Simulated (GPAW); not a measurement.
# Si2W (P6_222) in GPAW: band structure with r2SCAN

Aim: the band structure of Si2W with r2SCAN.

Everything below comes from runs of GPAW 26.7.0. Logs are shortened: lines on timing, memory, paths and dates and some standing lists are left out, and cuts for length are marked. The log counts tension as positive stress, the text compression.

## Step 1: The crystal as given

The structure is hexagonal, space group P6_222 (No. 180). Conventional cell: a = 4.617 Å, b = 4.617 Å, c = 6.653 Å, α = 90.00°, β = 90.00°, γ = 120.00°. W (site symmetry 222) has 10 Si at 2.59 to 2.69 Å as nearest neighbours. Si (site symmetry 2) has 5 Si at 2.57 to 2.69 Å and 5 W at 2.59 to 2.69 Å as nearest neighbours.

Measurements of this composition are mostly on another form, of space group No. 139.

## Step 2: Band structure, r2SCAN

Contents of run.py:

```python
from ase import Atoms
from ase.dft.bandgap import bandgap
from ase.io import write
from ase.units import GPa
from gpaw import GPAW, PW

atoms = Atoms(['W', 'W', 'W', 'Si', 'Si', 'Si', 'Si', 'Si', 'Si'],
              cell=[[4.6168523821, 0.0, 0.0],
                    [-2.3084261911, 3.9983114484, 0.0],
                    [0.0, 0.0, 6.653222]],
              scaled_positions=[[0.5, 0.0, 0.5],
                                [0.5, 0.5, 0.8333333333],
                                [0.0, 0.5, 0.1666666667],
                                [0.327252, 0.163626, 0.1666666667],
                                [0.836374, 0.163626, 0.8333333333],
                                [0.163626, 0.327252, 0.5],
                                [0.672748, 0.836374, 0.1666666667],
                                [0.163626, 0.836374, 0.8333333333],
                                [0.836374, 0.672748, 0.5]],
              pbc=True)

calc = GPAW(mode=PW(600),
            xc='MGGA_X_R2SCAN+MGGA_C_R2SCAN',
            kpts={'size': (5, 5, 3), 'gamma': True},
            occupations={'name': 'fermi-dirac', 'width': 0.05},
            nbands=59,
            convergence={'density': 1e-05, 'energy': 1e-05},
            maxiter=150,
            txt='gpaw.txt')
atoms.calc = calc
energy = atoms.get_potential_energy()
forces = atoms.get_forces()
stress = atoms.get_stress()
calc.write('gs.gpw')
write('result.traj', atoms)
print(f'Energy: {energy:.6f} eV')
print('Forces (eV/A):')
print(forces.round(4))
print('Stress (GPa):', (stress / GPa).round(3))
print('Fermi level:', round(calc.get_fermi_level(), 4), 'eV')
print(f'Gap: {bandgap(calc)[0]:.4f} eV, direct: {bandgap(calc, direct=True)[0]:.4f} eV')

path = atoms.cell.bandpath('GMKGALHA,LM,KH', npoints=80, eps=1e-4)
bs_calc = calc.fixed_density(kpts=path, symmetry='off', nbands=86,
                             convergence={'bands': 'CBM+6.0', 'eigenstates': 1e-6}, txt='bands.txt')
bs = bs_calc.band_structure()
bs.write('bs.json')
print(f'Gap on the path: {bandgap(bs_calc)[0]:.4f} eV')
```

Potentials or basis: GPAW PAW data sets (gpaw-data 1.2.1), pw.

Run with:

```bash
$ OMP_NUM_THREADS=1 python run.py
```

gpaw.txt:

```text
__  _  _
 | _ |_)|_||  |
 |__||  | ||/\| - 26.7.0

Input parameters:
  mode=PW(ecut=600.0),
  convergence={'density': 1e-05, 'energy': 1e-05},
  kpts=MonkhorstPack(size=(5, 5, 3), gamma=True),
  maxiter=150,
  nbands=59,
  occupations=Occupations(name='fermi-dirac', width=0.05),
  xc=XC(name='MGGA_X_R2SCAN+MGGA_C_R2SCAN')

Diagonalizing LCAO Hamiltonian
Converting LCAO to pw mode

         Si
              W
                   Si
                 Si
           Si
               SW
         W
             Si

Atoms  # Å, Bohr magnetons
|   | symbol |         x |        y |        z |    initial magnetic moments |
|---|--------|-----------|----------|----------|-----------------------------|
| 0 |      W |  2.308426 | 0.000000 | 3.326611 | ( 0.0000,  0.0000,  0.0000) |
| 1 |      W |  1.154213 | 1.999156 | 5.544352 | ( 0.0000,  0.0000,  0.0000) |
| 2 |      W | -1.154213 | 1.999156 | 1.108870 | ( 0.0000,  0.0000,  0.0000) |
| 3 |     Si |  1.133156 | 0.654228 | 1.108870 | ( 0.0000,  0.0000,  0.0000) |
| 4 |     Si |  3.483697 | 0.654228 | 5.544352 | ( 0.0000,  0.0000,  0.0000) |
| 5 |     Si | -0.000000 | 1.308455 | 3.326611 | ( 0.0000,  0.0000,  0.0000) |
| 6 |     Si |  1.175271 | 3.344084 | 1.108870 | ( 0.0000,  0.0000,  0.0000) |
| 7 |     Si | -1.175271 | 3.344084 | 5.544352 | ( 0.0000,  0.0000,  0.0000) |
| 8 |     Si |  2.308426 | 2.689856 | 3.326611 | ( 0.0000,  0.0000,  0.0000) |

Unit cell  # Å
| periodic |         x |        y |        z |  lengths |     angles |
|----------|-----------|----------|----------|----------|------------|
|      yes |  4.616852 | 0.000000 | 0.000000 | 4.616852 |  90.000000 |
|      yes | -2.308426 | 3.998311 | 0.000000 | 4.616852 |  90.000000 |
|      yes |  0.000000 | 0.000000 | 6.653222 | 6.653222 | 120.000000 |

Number of symmetries: 4
Symmetry operations  # r_c * U_cc + t_c -> r_c
|   | kind |            matrix            |
|---|------|------------------------------|
| 0 |  E   |  1, 0, 0,  0, 1, 0,  0, 0, 1 |
| 1 |  C2  |  1, 0, 0, -1,-1, 0,  0, 0,-1 |
| 2 |  C2  | -1, 0, 0,  1, 1, 0,  0, 0,-1 |
| 3 |  C2  | -1, 0, 0,  0,-1, 0,  0, 0, 1 |

BZ-sampling:
  Number of BZ points: 75
  Number of IBZ points: 18

  Monkhorst-Pack size: [5, 5, 3]
  Monkhorst-Pack shift: [0, 0, 0]

K-points  # in reciprocal-cell coordinates
|     |                                coordinates |     weight |
|-----|--------------------------------------------|------------|
|   0 | (  0.00000000,   0.00000000,   0.00000000) | 0.01333333 |
|   1 | (  0.00000000,   0.00000000,   0.33333333) | 0.02666667 |
|   2 | (  0.00000000,   0.20000000,   0.00000000) | 0.02666667 |
|   3 | (  0.00000000,   0.20000000,   0.33333333) | 0.05333333 |
|   4 | (  0.00000000,   0.40000000,   0.00000000) | 0.02666667 |
|   5 | (  0.00000000,   0.40000000,   0.33333333) | 0.05333333 |
|   6 | (  0.20000000,   0.00000000,   0.00000000) | 0.05333333 |
|   7 | (  0.20000000,   0.00000000,   0.33333333) | 0.10666667 |
|   8 | (  0.20000000,   0.20000000,   0.00000000) | 0.05333333 |
|   9 | (  0.20000000,   0.20000000,   0.33333333) | 0.10666667 |
| ... |                                            |            |
|  17 | (  0.40000000,   0.40000000,   0.33333333) | 0.10666667 |

Plane wave coefficients: 4112
Cutoff: 600.0 eV

Spin-components: 1 (collinear spins)
Bands:           59
Projectors:      48
Spin-degeneracy: 2
Datatype:        complex128

Parallelization:
  kpt:    1
  domain: 1
  band:   1

Density:
  Valence electrons: 66.0
  Components: 1
  Grid points: [27 27 40]
  Charge: 0.0  # |e|

Potential:
  Grid points: [27 27 40]

species:
  W:
    name:    Tungsten
    Z:       74.0
    valence: 14
    core:    60
    charge:  0.0  # [|e|]
    compensation charges:
      type: gauss
      rc: 0.40  # [Å]
      lmax: 2
    cutoffs:
      filter: 2.36  # [Å]
      core: 3.02  # [Å]
    projectors
    | kind |    occ | energy [eV] | rcut [Å] |
    |------|--------|-------------|----------|
    |   5s |  2.000 |     -78.830 |    1.344 |
    |   6s |  2.000 |      -5.697 |    1.344 |
    |   5p |  6.000 |     -43.233 |    1.355 |
    |   6p |  0.000 |      -1.367 |    1.355 |
    |   5d |  4.000 |      -4.494 |    1.228 |
    |    d |        |      22.717 |    1.228 |

    Using partial waves for W as LCAO basis

  Si:
    name:    Silicon
    Z:       14.0
    valence: 4
    core:    10
    charge:  0.0  # [|e|]
    compensation charges:
      type: gauss
      rc: 0.33  # [Å]
      lmax: 2
    cutoffs:
      filter: 1.86  # [Å]
      core: 2.06  # [Å]
    projectors
    | kind |    occ | energy [eV] | rcut [Å] |
    |------|--------|-------------|----------|
    |   3s |  2.000 |     -10.812 |    1.058 |
    |   3p |  2.000 |      -4.081 |    1.058 |
    |    s |        |      16.399 |    1.058 |
    |    p |        |      23.130 |    1.058 |
    |    d |        |       0.000 |    1.058 |

    Using partial waves for Si as LCAO basis

Reference energy: -1363633.080467  # eV

eigensolver:
  PPCG
  Converge bands: occupied
  niter=2

density mixing:
  MSR1-Mixer
  Pratt-step length: 0.05
  Maximum mixing coefficient: 0.75
  Old densities: 10
  SVD Regularization: 0.005
  Good broyden scale: 1.0
  Trust region scale: 1.0
  Backstep threshold: 4.0
  History deletion threshold: 6.0
  Fourier metric: weight=20.0, sigma=0.015

occupation numbers:
  Fermi-Dirac:
    width: 0.0500  # eV

poisson solver:
  ecut: 4800.0  # eV

xc functional:
  name: MGGA_X_R2SCAN+MGGA_C_R2SCAN with 2 nearest neighbor stencil

convergence criteria:
- Maximum integral of absolute [dens]ity change: 1e-05 electrons / valence electron
- Maximum [total energy] change in last 3 cyles: 1e-05 eV / valence electron
- Maximum integral of absolute [eigenst]ate change: 4e-08 eV^2 / valence electron
maximum number of iterations: 150

SCF iterations
|iter     | |      energy | eigst |  dens |
|---------|-|-------------|-------|-------|
|iter:   1| | -138.685029 | +0.36 |       |
|iter:   2| | -129.700887 | -1.40 | -1.24 |
|iter:   3| | -136.530644 | -0.62 | -1.23 |
|iter:   4| | -129.893637 | -0.66 | -0.88 |
|iter:   5| | -130.002659 | -2.06 | -1.52 |
|iter:   6| | -129.996003 | -2.98 | -1.94 |
|iter:   7| | -129.996242 | -3.75 | -2.26 |
|iter:   8| | -129.996589c| -5.10 | -3.02 |
|iter:   9| | -129.996686c| -5.57 | -3.45 |
|iter:  10| | -129.996588c| -5.89 | -3.37 |
|iter:  11| | -129.996598c| -7.12 | -4.12 |
|iter:  12| | -129.996598c| -8.26c| -4.63 |
|iter:  13| | -129.996598c| -7.88c| -4.99 |
|iter:  14| | -129.996598c| -8.22c| -5.27c|

Converged in 14 steps
Energy contributions relative to reference atoms: (reference = -1363633.080467)

Energy contributions:
  Kinetic:          47.747330
  Coulomb:         -36.954258
  Zero:             -0.273896
  External:          0.000000
  Xc:             -140.515611
  Entropy:          -0.000325
  Spinorbit:         0.000000
  ----------------------------
  Free energy:    -129.996761
  Extrapolated:   -129.996598

dipole moment: (-8.545301, -14.801070, -0.000007)  # |e|*Ang

Fermi level: 13.019
Eigenvalues  # (at kpt = [0.000, 0.000, 0.000])
| band index |      eig [eV] | occ [0-2] |
|------------|---------------|-----------|
|          0 |       -63.027 |     2.000 |
|        ... |               |           |
|         25 |         8.845 |     2.000 |
|         26 |         9.400 |     2.000 |
|         27 |         9.402 |     2.000 |
|         28 |         9.499 |     2.000 |
|         29 |         9.500 |     2.000 |
|         30 |         9.816 |     2.000 |
[... 8 lines left out ...]
|         39 |        15.917 |     0.000 |
|         40 |        16.155 |     0.000 |
|        ... |               |           |
|         58 |        25.457 |     0.000 |

Gap: 0.549 eV
Transition (v -> c):
  (s=0, k=1, n=32, [0.00, 0.00, 0.33]) -> (s=0, k=8, n=33, [0.20, 0.20, 0.00])
Direct/indirect transitions are different
Direct gap: 1.098 eV
Transition at: (s=0, k=5, n=32, [0.00, 0.40, 0.33])

Forces  # eV/Ang
|        x |        y |        z |
|----------|----------|----------|
|  0.00000 |  0.00000 |  0.00000 |  # W    0
|  0.00000 | -0.00000 | -0.00165 |  # W    1
|  0.00000 |  0.00000 |  0.00165 |  # W    2
|  0.00945 |  0.00596 |  0.00020 |  # Si   3
| -0.00945 |  0.00596 | -0.00020 |  # Si   4
| -0.00000 |  0.01242 |  0.00000 |  # Si   5
| -0.00945 | -0.00596 |  0.00020 |  # Si   6
|  0.00945 | -0.00596 | -0.00020 |  # Si   7
|  0.00000 | -0.01242 |  0.00000 |  # Si   8

Stress tensor  # eV/Ang^3
|        x |        y |        z |
|----------|----------|----------|
| 0.024825 | 0.000000 | 0.000000 |
| 0.000000 | 0.024796 | 0.000000 |
| 0.000000 | 0.000000 | 0.026842 |

# Writing to gs.gpw (mode='')
```

It took 20 min on 1 thread of Intel Xeon at 2.70GHz, shared host; peak memory 1 GiB.

Results:

```
Free energy             : -129.9968 eV
Pressure                : -4.1 GPa
Largest force           : 0.012 eV/Å
Band gap along the path : 0.14 eV, indirect (least direct gap 0.81 eV)
```

Forces on the atoms (eV/Å):
```
W    0.000  0.000  0.000
W    0.000  0.000 -0.002
W    0.000  0.000  0.002
Si   0.009  0.006  0.000
Si  -0.009  0.006  0.000
Si   0.000  0.012  0.000
Si  -0.009 -0.006  0.000
Si   0.009 -0.006  0.000
Si   0.000 -0.012  0.000
```

Levels at the corners of the path, in eV from the valence-band top:
| point | band 30 | band 31 | band 32 | band 33 | band 34 | band 35 | band 36 | band 37 |
| --- | --- | --- | --- | --- | --- | --- | --- | --- |
| Γ | -3.54 | -3.22 | -2.77 | -0.95 | 2.46 | 2.46 | 2.52 | 2.63 |
| M | -2.36 | -1.68 | -1.22 | -0.67 | 0.14 | 0.96 | 1.05 | 1.14 |
| K | -2.82 | -1.21 | -1.21 | -0.83 | 0.99 | 1.24 | 1.24 | 1.43 |
| Γ | -3.54 | -3.22 | -2.77 | -0.95 | 2.46 | 2.46 | 2.52 | 2.63 |
| A | -2.92 | -2.83 | -0.75 | -0.75 | 2.02 | 2.26 | 2.27 | 2.43 |
| L | -3.09 | -2.14 | -1.28 | 0.00 | 0.81 | 1.18 | 1.42 | 1.66 |
| H | -1.97 | -1.61 | -1.60 | -0.63 | 0.67 | 0.67 | 0.97 | 1.86 |
| A | -2.92 | -2.83 | -0.75 | -0.75 | 2.02 | 2.26 | 2.27 | 2.43 |
| L | -3.09 | -2.14 | -1.28 | 0.00 | 0.81 | 1.18 | 1.42 | 1.66 |
| M | -2.36 | -1.68 | -1.22 | -0.67 | 0.14 | 0.96 | 1.05 | 1.14 |
| K | -2.82 | -1.21 | -1.21 | -0.83 | 0.99 | 1.24 | 1.24 | 1.43 |
| H | -1.97 | -1.61 | -1.60 | -0.63 | 0.67 | 0.67 | 0.97 | 1.86 |

Caveat: the PAW data sets were made with another functional, which shifts forces and pressure a little; spin-orbit coupling is left out, which moves the levels of the heavy elements.
